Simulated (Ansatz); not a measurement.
A plane-wave DFT run in Ansatz 0.2.0 (scalar-relativistic PAW potentials unless the input names others): input and command.

```yaml
crystal:
  lattice:
    - [-2.9921835815, 2.9921835815, 2.566978924]
    - [2.9921835815, -2.9921835815, 2.566978924]
    - [2.9921835815, 2.9921835815, -2.566978924]
  atoms:
    - { symbol: Co, position: [0.25, 0.25, 0.0] }
    - { symbol: Co, position: [0.75, 0.75, 0.0] }
    - { symbol: Sn, position: [0.6649305066, 0.1649305066, 0.8298610133] }
    - { symbol: Sn, position: [0.1649305066, 0.3350694934, 0.5] }
    - { symbol: Sn, position: [0.3350694934, 0.8350694934, 0.1701389867] }
    - { symbol: Sn, position: [0.8350694934, 0.6649305066, 0.5] }
basis:
  ecutwfc: 420
kpoints:
  mp_grid: { grid: [10, 10, 10] }
hamiltonian:
  xc: pbesol
scf:
  max_iter: 75
output:
  forces: true
  eigenvalues: true
  stress: true
```

```bash
ansatz run input.yaml --threads 1 --pin off --max-ram 2560MiB --backend cpu --events-out ev --progress --plain --runs-dir out
```

Q: What is wrong with this input?

A: The program refuses it, because of no occupation method (scf.occupations: {"method": "gaussian", "width": 0.1} → not typed). With the sound run's settings it is accepted.

Abridged log:
```
Error: YAML parse error: `scf.occupations.method` is required: fixed only where the cell keeps a band gap throughout the run, explicit beside scf.occupations.values (under evaluate: without them), else a smearing such as fermi_dirac (scf.occupations.width is optional; its entry in the input reference gives the default)
```